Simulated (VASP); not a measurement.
The system is Sr.

```
Sr
1.0
    -4.15850    4.15850    3.57681
     4.15850   -4.15850    3.57681
     4.15850    4.15850   -3.57681
Sr
4
Direct
  0.33545 0.16455 0.50000
  0.66455 0.83545 0.50000
  0.83545 0.33545 0.17090
  0.16455 0.66455 0.82910
```

This isn't the form of Sr at room conditions, which is fcc.

```yaml
Program: VASP 6.6.1
Task: single point
Functional: PBE
Potentials_or_basis: VASP PAW PBE potentials, release 64 (Sr_sv)
Cutoff: 520 eV
k_mesh: 5 × 5 × 5
Occupations: fermi-dirac, width 0.05 eV
Spin: no spin polarisation
```

On this cell: pressure -0.3 GPa; largest force 0.125 eV/Å; band gap on the k mesh none (metal or under the smearing width).

The same run follows on a disturbed copy (atoms moved at random, drawn with an rms of 0.05 Å):

```
Sr
1.0
    -4.15850    4.15850    3.57681
     4.15850   -4.15850    3.57681
     4.15850    4.15850   -3.57681
Sr
4
Direct
  0.34369 0.17104 0.50382
  0.67186 0.84656 0.51009
  0.83124 0.33058 0.16320
  0.16313 0.66776 0.83112
```

Q: What does the disturbed cell give?

A: The energy (extrapolated to zero smearing) moves by +1.2 meV/atom; pressure -0.3 GPa; largest force 0.199 eV/Å; band gap on the k mesh none (metal or under the smearing width).

Forces on the atoms (eV/Å):
```
Sr   0.119 -0.156 -0.030
Sr  -0.180  0.083 -0.006
Sr   0.029  0.005  0.022
Sr   0.032  0.068  0.014
```
